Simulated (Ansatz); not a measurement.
Method: Ansatz, DFT PBE, scalar-relativistic, plane waves, PAW. Settings: cutoff 420 eV, Γ-centred meshes spaced at most about 0.3 Å⁻¹, and about 0.25 Å⁻¹ or finer for metals (2π included), Gaussian smearing. No spin polarisation.

Temperature and zero-point effects are left out.

Compare these two cells of Sc4Al, each relaxed at this level.

A.

```cif
data_structure
_symmetry_space_group_name_H-M 'R-3m:H'
_symmetry_Int_Tables_number 166
_cell_length_a 4.9473
_cell_length_b 4.9473
_cell_length_c 15.8213
_cell_angle_alpha 90.000
_cell_angle_beta 90.000
_cell_angle_gamma 120.000
_cell_volume 335.36
loop_
_atom_site_label
_atom_site_type_symbol
_atom_site_symmetry_multiplicity
_atom_site_Wyckoff_symbol
_atom_site_fract_x
_atom_site_fract_y
_atom_site_fract_z
_atom_site_occupancy
Sc1 Sc 6 c 0.66667 0.33333 0.01689 1
Sc2 Sc 6 c 0.00000 0.00000 0.10485 1
Al1 Al 3 b 0.33333 0.66667 0.16667 1
```

B.

```cif
data_structure
_symmetry_space_group_name_H-M 'I4/m'
_symmetry_Int_Tables_number 87
_cell_length_a 7.0691
_cell_length_b 7.0691
_cell_length_c 4.4730
_cell_angle_alpha 90.000
_cell_angle_beta 90.000
_cell_angle_gamma 90.000
_cell_volume 223.53
loop_
_atom_site_label
_atom_site_type_symbol
_atom_site_symmetry_multiplicity
_atom_site_Wyckoff_symbol
_atom_site_fract_x
_atom_site_fract_y
_atom_site_fract_z
_atom_site_occupancy
Sc1 Sc 8 h 0.89155 0.69914 0.50000 1
Al1 Al 2 a 0.00000 0.00000 0.00000 1
```

Question: Which form is favoured at zero pressure, and by what margin per atom?

Answer: A is lower, by 37 meV/atom. A has Sc and Al ordered on bcc sites, space group R-3m (No. 166), 22.4 Å³/atom and no gap on its mesh; B has Sc and Al ordered on fcc sites, space group I4/m (No. 87), 22.4 Å³/atom and no gap. Counting all near atoms (those within 1.25 times the shortest distance at each site; a slash parts the counts of unlike sites), A has Sc 11/14, Al 8 and B has Sc 12, Al 12. In A, Sc on its first site has 1 Al at 2.90 Å, 3 Sc at 2.91 Å, 7 Sc at 3.18–3.45 Å and 3 Al at 3.71 Å; Sc on its second site is surrounded by 3 Al at 3.02 Å and 11 Sc at 3.18–3.46 Å; Al has 8 Sc at 2.90–3.02 Å and 6 Sc at 3.71 Å. In B, Sc has 9 Sc at 3.09–3.21 Å and 3 Al at 3.11–3.18 Å; around Al lie 12 Sc at 3.11–3.18 Å. Both come from invented guesses. Shaken at random and relaxed again, A came back. Shaken at random and relaxed again, B came back. Checks on A: no imaginary mode at Γ (other wave vectors untested).

Cells without such a test can be saddle points.

The ordered bcc-type cell A lies clearly below the fcc-type cell B, although both have the same volume per atom, so denser packing is not the reason. The difference lies in how that volume is shared out. Aluminium in A has eight scandium neighbours at 2.90–3.02 Å and six much weaker contacts at 3.71 Å, whereas in B it has twelve at 3.11–3.18 Å. Fewer but shorter Sc–Al contacts probably strengthen the mixing of Sc 3d with Al 3p states, helped by some charge transfer to the more electronegative aluminium, and this suggests a gain that outweighs the loss of close packing. Elemental scandium is itself close-packed at low temperature, so the preference for a bcc-type arrangement plausibly comes from the aluminium and its ordering rather than from the host metal. The equal volumes also suggest that modest pressure would do little to reverse the order. The comparison does not show that Sc4Al resists decomposition into scandium and a more aluminium-rich compound such as Sc2Al.
